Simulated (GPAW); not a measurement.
The system is MgS.

```
S Mg
1.0
     0.00000    2.83312    2.83312
     2.83312    0.00000    2.83312
     2.83312    2.83312    0.00000
S Mg
1 1
Direct
  0.25000 0.25000 0.25000
  0.00000 0.00000 0.00000
```

The cell comes from a database or a generator and needn't be the stable form of this composition.

Base run:

- Program: GPAW 26.7.0
- Functional: RPBE
- Potentials or basis: the program's PAW data sets (release 1.2.1) made for this functional
- Cutoff: 650 eV
- Basis: pw
- k mesh: 7 × 7 × 7
- Occupations: fermi-dirac, width 0.001 eV
- Spin: no spin polarisation

Its results: band gap on the k mesh 3.67 eV, direct; electronic dielectric tensor (diagonal) 3.55.

Problem. The run is repeated on the same cell with these changes: functional from RPBE to GLLB-SC. What comes out?

Solution. Band gap on the k mesh, kohn-sham part alone 4.27 eV, direct; electronic dielectric tensor (diagonal) 3.19.

Caveats: the long-wavelength limit can be off by a per cent or two; a model potential gives levels but no total energy (some runs); response on these states lacks terms of the Hamiltonian (some runs).

A k mesh can miss the band edges.
